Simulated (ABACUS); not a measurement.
P under changes of volume

One of the cells (16.144 Å³/atom); the others are scaled copies at fixed shape and fractional positions:

```
CELL_PARAMETERS angstrom
1.72573 0.99635 3.12968
-1.72573 0.99635 3.12968
0.00000 -1.99270 3.12968
ATOMIC_POSITIONS crystal
P 0.77292 0.77292 0.77292
P 0.22708 0.22708 0.22708
```

This isn't the form of P at room conditions, which is orthorhombic.

- Program: ABACUS 3.10.1
- Functional: PBE
- Potentials or basis: PseudoDojo NC SR 0.4.1 PBE standard
- Cutoff: 1361 eV
- Density cutoff: 5442 eV
- Basis: DZP LCAO (the cutoffs set its grid)
- k mesh: 9 × 9 × 9
- Occupations: fermi-dirac, width 0.05 eV
- Spin: no spin polarisation

| volume (Å³/atom) | energy over the lowest point (meV/atom) | pressure (GPa) | largest force (eV/Å) |
| --- | --- | --- | --- |
| 15.175 | 50.06 | 10.7 | 0.958 |
| 15.498 | 31.17 | 8.1 | 0.785 |
| 15.821 | 17.29 | 5.8 | 0.641 |
| 16.144 | 7.86 | 3.7 | 0.506 |
| 16.467 | 2.09 | 1.9 | 0.359 |
| 16.789 | 0.00 | 0.1 | 0.212 |
| 17.112 | ? | ? | ? |

What does the run at 17.112 Å³/atom give?

Energy over the lowest point 1.39 meV/atom; pressure -1.5 GPa; largest force 0.078 eV/Å.

Worked out: A Birch-Murnaghan fit of order 3 (a polynomial in V^(-2/3)) to the other rows has its minimum at 16.85 Å³/atom, just outside them, with B0 = V·E''(V) = 77 GPa and B' = 5.4 at fixed shape and positions, which overstates the stiffness. It gives 0.83 meV/atom at 17.112 Å³/atom, against the run's 1.39, and -dE/dV = -1.1 GPa, against -1.5.

Energies are extrapolated to zero smearing.

Caveats: the atomic orbitals were generated for these runs and aren't a published set; the basis of atomic orbitals isn't converged, which shifts pressures, moduli and gaps.
